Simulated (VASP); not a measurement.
# Na (P6_3/mmc) in VASP: settings compared, part 2 of 2

VASP 6.6.1. The steps go on from the part before.

### 4 Single point, optPBE-vdW (atoms moved at random, drawn with an rms of 0.02 Å)

run.py

```python
from ase.calculators.vasp import Vasp
from ase.dft.bandgap import bandgap
from ase.io import read

atoms = read('Na.cif')
calc = Vasp(
    directory='calc',
    xc='optpbe-vdw',
    pp='PBE',
    setups='gw',
    prec='Accurate',
    encut=600,
    ediff=1e-07,
    ismear=1,
    sigma=0.1,
    lreal=False,
    lasph=True,
    nelm=100,
    algo='Fast',
    isif=2,
    lwave=False,
    lcharg=False,
    kpts=[8, 8, 5],
    gamma=True,
    nbands=16,
)
atoms.calc = calc

print('energy (eV):', atoms.get_potential_energy())
print('free energy (eV):', atoms.get_potential_energy(force_consistent=True))
print('forces (eV/A):')
print(atoms.get_forces())
print('stress (eV/A^3, Voigt):', atoms.get_stress())
print('Fermi level (eV):', calc.get_fermi_level())
gap, top, bottom = bandgap(calc)
print('band gap (eV):', gap, 'from (spin, k, band)', top, 'to', bottom)
```

Na.cif

```cif
data_Na
_cell_length_a 3.76700000
_cell_length_b 3.76700000
_cell_length_c 6.15400000
_cell_angle_alpha 90.00000000
_cell_angle_beta 90.00000000
_cell_angle_gamma 120.00000000
_space_group_name_H-M_alt 'P1'
_space_group_name_Hall 'P 1'
_space_group_IT_number 1
loop_
_space_group_symop_operation_xyz
'x,y,z'
loop_
_atom_site_label
_atom_site_type_symbol
_atom_site_symmetry_multiplicity
_atom_site_Wyckoff_symbol
_atom_site_fract_x
_atom_site_fract_y
_atom_site_fract_z
_atom_site_occupancy
Na1 Na 1 a 0.6665930000 0.3357120000 0.7508010000 1
Na2 Na 1 a 0.3341510000 0.6664120000 0.2505700000 1
```

Potentials or basis: VASP PAW PBE potentials, release 64 (Na_sv_GW).

The run is started by

```
python run.py
```

Standard output:

```text
<dir> UserWarning: vdW has been enabled, however no location for the vdw_kernel.bindat file has been specified. Set ASE_VASP_VDW environment variable to copy the vdW kernel.
  warnings.warn(
energy (eV): -1.88855756
free energy (eV): -1.88842238
forces (eV/A):
[[ 0.00122605 -0.00122674 -0.0010178 ]
 [-0.00122605  0.00122674  0.0010178 ]]
stress (eV/A^3, Voigt): [ 3.22289349e-03  3.29792668e-03  5.06934052e-03 -2.80118930e-07
  1.87401312e-07  3.67666019e-05]
Fermi level (eV): 0.1727394
band gap (eV): 0.0 from (spin, k, band) (None, None, None) to (None, None, None)
```

OUTCAR:

```text
ENCUT = 600.000000
   EDIFF = 1.00e-07
   GGA = OR
   PREC = Accurate
   ISIF = 2
   ISMEAR = 1
   NELM = 100
   LASPH = .TRUE.
   LREAL = .FALSE.

 ion  position               nearest neighbor table
   1  0.667  0.336  0.751-
   2  0.334  0.666  0.251-

  LATTYP: Found a hexagonal cell.
 ALAT       =     3.7670000000
 C/A-ratio  =     1.6336607380
[... 658 lines left out ...]
  Total       -0.2437391     -0.2494136     -0.3833810     -0.0027806      0.0000212     -0.0000142
  in kB       -5.1636446     -5.2838610     -8.1219789     -0.0589068      0.0004495     -0.0003002
  external PRESSURE =      -6.1898282 kB  Pullay stress =       0.0000000 kB

 VOLUME and BASIS-vectors are now :
 -----------------------------------------------------------------------------
  energy-cutoff  :      600.00
  volume of cell :       75.63
      direct lattice vectors                 reciprocal lattice vectors
     3.767000000  0.000000000  0.000000000     0.265463233  0.153265269  0.000000000
    -1.883500000  3.262317696  0.000000000     0.000000000  0.306530538  0.000000000
     0.000000000  0.000000000  6.154000000     0.000000000  0.000000000  0.162495938

 POSITION                                       TOTAL-FORCE (eV/Angst)
 -----------------------------------------------------------------------------------
      1.87874      1.09520      4.62043         0.001226     -0.001227     -0.001018
      0.00356      2.17405      1.54201        -0.001226      0.001227      0.001018
 -----------------------------------------------------------------------------------
    total drift:                               -0.000001      0.000001      0.000019

  FREE ENERGIE OF THE ION-ELECTRON SYSTEM (eV)
  ---------------------------------------------------
  free  energy   TOTEN  =        -1.8884223849 eV

  energy  without entropy=       -1.8888279138  energy(sigma->0) =       -1.88855756

Total vdW correction in eV:      4.4907307
```

INCAR:

```text
AGGAC = 0.000000
ENCUT = 600.000000
SIGMA = 0.100000
EDIFF = 1.00e-07
ALGO = Fast
GGA = OR
PREC = Accurate
ISIF = 2
ISMEAR = 1
NBANDS = 16
NELM = 100
LASPH = .TRUE.
LCHARG = .FALSE.
LUSE_VDW = .TRUE.
LWAVE = .FALSE.
LREAL = .FALSE.
```

It took 2.7 min on 1 thread of Intel Xeon 6975P-C (Granite Rapids), shared host; peak memory 0.62 GiB.

What came out:

| Property | Result |
| --- | --- |
| Free energy | -1.8884 eV |
| Pressure | -0.6 GPa |
| Band gap on the k mesh | none (metal or under the smearing width) |

Forces in eV/Å, atoms in the order of the input:
```
Na   0.001 -0.001 -0.001
Na  -0.001  0.001  0.001
```

Stress tensor (GPa, compression positive):
```
-0.52 -0.01  0.00
-0.01 -0.53  0.00
 0.00  0.00 -0.81
```

Caveat: the PAW data sets were made with another functional, which shifts forces and pressure a little.

### 5 Single point, LDA (atoms moved at random, drawn with an rms of 0.05 Å)

INCAR

```
SYSTEM = Na
PREC = Accurate ; ENCUT = 550
EDIFF = 1E-6 ; ISMEAR = 1
SIGMA = 0.1 ; LREAL = .FALSE.
LASPH = .TRUE. ; NELM = 60
ALGO = Normal ; ISIF = 2
LWAVE = .FALSE. ; LCHARG = .FALSE.
NBANDS = 16
```

KPOINTS

```
Automatic mesh
0
G
  4 4 2
  0 0 0
```

POSCAR

```
Na
1.0
    3.7670000000      0.0000000000      0.0000000000
   -1.8835000000      3.2623176961      0.0000000000
    0.0000000000      0.0000000000      6.1540000000
Na
2
Cartesian
    1.8867264355      1.1021577220      4.6583626100
    0.0032000665      2.1641921987      1.5721316100
```

Potentials or basis: VASP PAW LDA potentials, release 64 (Na_sv_GW).

The run is started by

```
cat potpaw_LDA.64/Na_sv_GW/POTCAR > POTCAR
mpirun -np 1 vasp_std > vasp.out
```

Run time: 11 s. Hardware: 1 thread of Intel Xeon 6975P-C (Granite Rapids), shared host; peak memory 0.16 GiB.

The run converged, but some of its settings lie outside the range that counts as converged (typed here: ALGO = Normal; k = 4 × 4 × 2), so its numbers aren't taken as properties of the crystal.

What came out:

```
Free energy            : -7.0376 eV
Pressure               : -1.3 GPa
Largest force          : 0.003 eV/Å
Band gap on the k mesh : none (metal or under the smearing width)
```

Caveat: the k mesh is coarse (spacing up to 0.51 Å⁻¹), so the values aren't converged.

### 6 The reference run

An earlier run on the cell as given: functional PBE; potentials or basis VASP PAW PBE potentials, release 64 (Na_pv); cutoff 520 eV; k mesh 8 × 8 × 5; occupations fermi-dirac, width 0.05 eV; no spin polarisation.

* Pressure: -0.2 GPa
* Band gap on the k mesh: none (metal or under the smearing width)

### 7 Summary

```tsv
level	potentials or basis	cell	cutoff (eV)	smearing	gap on the mesh (eV)	pressure (GPa)
PBE	VASP PAW PBE potentials, release 64 (Na_pv)	as given	520	gaussian 0.05 eV	none	-0.1
optPBE-vdW	VASP PAW PBE potentials, release 64 (Na_sv_GW)	atoms moved at random, drawn with an rms of 0.02 Å	600	methfessel-paxton 0.1 eV	none	-0.6
PBE	VASP PAW PBE potentials, release 64 (Na_pv)	as given	520	fermi-dirac 0.05 eV	none	-0.2
```

Alike in all rows: task single point; no spin polarisation; k mesh 8 × 8 × 5.

Caveats: the PAW data sets were made with another functional, which shifts forces and pressure a little (some runs).

Absolute energies hang on the potentials; compare differences alone.
